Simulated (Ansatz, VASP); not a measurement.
One calculation of Na, two programs

The input INCAR:

```
PREC = Accurate ; ENCUT = 520
EDIFF = 1E-7 ; ISMEAR = -1
SIGMA = 0.05 ; LREAL = F
LASPH = T ; NELM = 60
ALGO = Normal ; ISIF = 2
LWAVE = F ; LCHARG = F
GGA = PS ; NBANDS = 14
```

Contents of KPOINTS:

```
Automatic mesh
0
Gamma
  13 13 7
```

File POSCAR:

```
Na
1.0
    3.8800110275      0.0000000000      0.0000000000
   -1.9400055138      3.3601881168      0.0000000000
    0.0000000000      0.0000000000      6.1540000000
Na
2
Direct
    0.3333333333      0.6666666667      0.2500000000
    0.6666666667      0.3333333333      0.7500000000
```

Input for Ansatz:

```yaml
crystal:
  lattice:
    - [3.8800110275, 0.0, 0.0]
    - [-1.9400055138, 3.3601881168, 0.0]
    - [0.0, 0.0, 6.154]
  atoms:
    - { symbol: Na, position: [0.3333333333, 0.6666666667, 0.25] }
    - { symbol: Na, position: [0.6666666667, 0.3333333333, 0.75] }
kpoints:
  mp_grid: { grid: [13, 13, 7] }
  band_path:
    path:
      - [0.0, 0.0, 0.0]
      - [0.5, 0.0, 0.0]
      - [0.3333333333, 0.3333333333, 0.0]
      - [0.0, 0.0, 0.0]
      - [0.0, 0.0, 0.5]
      - [0.5, 0.0, 0.5]
      - [0.3333333333, 0.3333333333, 0.5]
      - [0.0, 0.0, 0.5]
      - [0.5, 0.0, 0.5]
    npoints: 5
scf:
  occupations: { method: fermi_dirac, width: 0.05 }
hamiltonian:
  xc: pbesol
  pseudopotentials: { kind: all_electron, lapw: { basis_error: 0.00025 } }
output:
  forces: true
  stress: true
  eigenvalues: true
```

Change from the starting cell: equal xx and yy strain of +3 %.

Alike in both runs: task single point; functional PBEsol; k mesh 13 × 13 × 7; occupations fermi-dirac, width 0.05 eV; no spin polarisation.

|  | VASP | Ansatz |
| --- | --- | --- |
| version | VASP 6.6.1 | Ansatz 0.2.0 |
| potentials or method | VASP PAW PBE potentials, release 64 (Na_pv) | all-electron LAPW, scalar-relativistic |
| plane-wave cutoff (eV) | 520 | see its input |

|  | VASP | Ansatz | Ansatz less VASP |
| --- | --- | --- | --- |
| pressure (GPa) | -0.6 | -0.6 | +0.01 |
| largest component of the traceless stress (GPa) | 0.19 | 0.19 | 0.000 |

Ansatz ran all-electron here, so the differences hold the error of VASP's frozen core and of both bases.

Caveats: the PAW data sets were made with another functional, which shifts forces and pressure a little (VASP).
